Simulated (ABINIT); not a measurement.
Here is an ABINIT 10.8.3 (patched build) calculation.

run.abi

```
# Pseudopotentials
pp_dirpath "./"
pseudos "Co.GGA_PBE-JTH.xml, Ti.GGA_PBE-JTH.xml"

# Structure
acell 5.6429319488 5.6429319488 5.6429319488
rprim
     1.0000000000     0.0000000000     0.0000000000
     0.0000000000     1.0000000000     0.0000000000
     0.0000000000     0.0000000000     1.0000000000
ntypat 2
znucl 27 22
natom 2
typat 1 2
xred
     0.5000000000     0.5000000000     0.5000000000
     0.0000000000     0.0000000000     0.0000000000

# Plane-wave basis
ecut 31.0
pawecutdg 53.0

# k points
kptopt 1
ngkpt 9 9 9
nshiftk 1
shiftk 0.0 0.0 0.0

# Exchange and correlation
ixc 7

# Bands and occupations
nband 20
occopt 3
tsmear 0.05 eV

# Spin
nsppol 2
spinat
     0.0000000000     0.0000000000     2.0000000000
     0.0000000000     0.0000000000     1.0000000000

# SCF cycle
nstep 100
tolvrs 1.0e-9

# Output
iomode 3
prtwf 0
prtden 0
prteig 0
prtebands 0
enunit 2
```

Potentials or basis: JTH PAW PBE v2.0.

Launch:

```sh
$ abinit run.abi > log 2>&1
```

Q: What does it give for the band gap on the k mesh?

A: None (metal or under the smearing width).

Q: Estimate the pressure.

A: -14.2 GPa.

Q: What does it give for the site moments?

A: Co +0.52; Ti -0.02 μB.

Caveat: small starting moments can end in a higher magnetic state in this program; the PAW data sets were made with another functional, which shifts forces and pressure a little.
